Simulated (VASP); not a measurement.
**NaF (strained CsCl): one PBE single-point calculation in two programs**

```yaml
crystal:
  lattice:
    - [2.81674, -0.06446, -0.06446]
    - [-0.06446, 2.81674, -0.06446]
    - [-0.06446, -0.06446, 2.81674]
  atoms:
    - { symbol: Na, position: [0.00000, 0.00000, 0.00000] }
    - { symbol: F, position: [0.50000, 0.50000, 0.50000] }
```

Datasets and cutoffs are each program's own. VASP's cell holds 14 valence electrons and Ansatz's 16. Ansatz's stress includes a Pulay correction; VASP's doesn't.

Cutoffs: 520 eV in VASP, 420 eV in Ansatz. k meshes: 10×10×10 and 10×10×10.

|  | VASP | Ansatz |
| --- | --- | --- |
| gap between bands v and c | 5.98 eV | 5.99 eV |
| least direct gap | 6.26 eV | 6.27 eV |
| pressure | 3.1 GPa | 3.3 GPa |

Band v is the last that the valence electrons fill when counted band by band, and c is the next. Levels in eV from the top of v, Ansatz:

```tsv
point	v−1	v	c	c+1
Γ	-0.28	-0.28	5.99	15.74
X	-0.26	-0.14	10.71	11.69
M	-1.75	0.00	11.89	14.65
R	-1.62	-1.53	13.86	13.86
```

VASP:

```tsv
point	v−1	v	c	c+1
Γ	-0.28	-0.28	5.98	15.73
X	-0.26	-0.14	10.70	11.68
M	-1.75	0.00	11.87	14.65
R	-1.62	-1.53	13.86	13.86
```
